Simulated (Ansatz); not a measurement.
# FeO (Wuestite) in Ansatz: the effect of functional

The system is FeO (Wuestite).

```
CELL_PARAMETERS angstrom
0.00000 2.15540 2.15540
2.15540 0.00000 2.15540
2.15540 2.15540 0.00000
ATOMIC_POSITIONS crystal
Fe 0.00000 0.00000 0.00000
O 0.50000 0.50000 0.50000
```

Alike in all runs:

- Program: Ansatz 0.2.0
- Task: band structure
- Potentials or basis: all-electron LAPW, scalar-relativistic
- Cutoff: 349 eV (chosen from the basis error)
- Basis error allowed: 0.001 eV/atom
- k mesh: 11 × 11 × 11
- Occupations: fermi-dirac, width 0.05 eV
- Spin: collinear spin, ferromagnetic start
- Starting moments: [3.0, 0.0] μB

```tsv
functional	pressure (GPa)
PBEsol	?
LDA	-15.6
PBE	-0.3
```

What does the run with functional PBEsol give?

Pressure -8.6 GPa.

Caveats: a cell with one magnetic atom can't hold antiferromagnetic order, which such compounds often take.
